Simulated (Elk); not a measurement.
The cell comes from COD entry 9014231, which wasn't checked; take it as a given geometry.

A run on Fe: DFT, AM05, all-electron APW+lo, Dirac cores, scalar-relativistic bands (Elk 11.2.3 with local patches). The input:

```
tasks
  0
  110
  115
  15

xctype
  30

rgkmax
  8.0

gmaxvr
  16.0

lmaxapw
  10

lmaxo
  7

lmaxi
  3

nrmtscf
  2.0

nempty
  8

epspot
  1e-06

epsengy
  1e-05

maxscl
  120

hmaxvr
  6.0

lradstp
  4

swidth
  0.002

reducebf
  0.5

spinpol
  .true.

tforce
  .true.

sppath
  './'

avec
  0.00000000000 3.34387037753 3.34387037753
  3.34387037753 0.00000000000 3.34387037753
  3.34387037753 3.34387037753 0.00000000000

atoms
  1
  'Fe.in'
  1
  0.000000000000 0.000000000000 0.000000000000   0.000 0.000 -0.500

ngridk
  16 16 16
```

Sphere radii set in the species files: Fe 2.17 bohr.

Messages:

```
Error(init0): requested spin-polarised run with spin-unpolarised
 exchange-correlation functional
```

**Question.** Did this run give a result to trust?

**Answer.** No result was made: Error(init0): requested spin-polarised run with spin-unpolarised exchange-correlation functional.
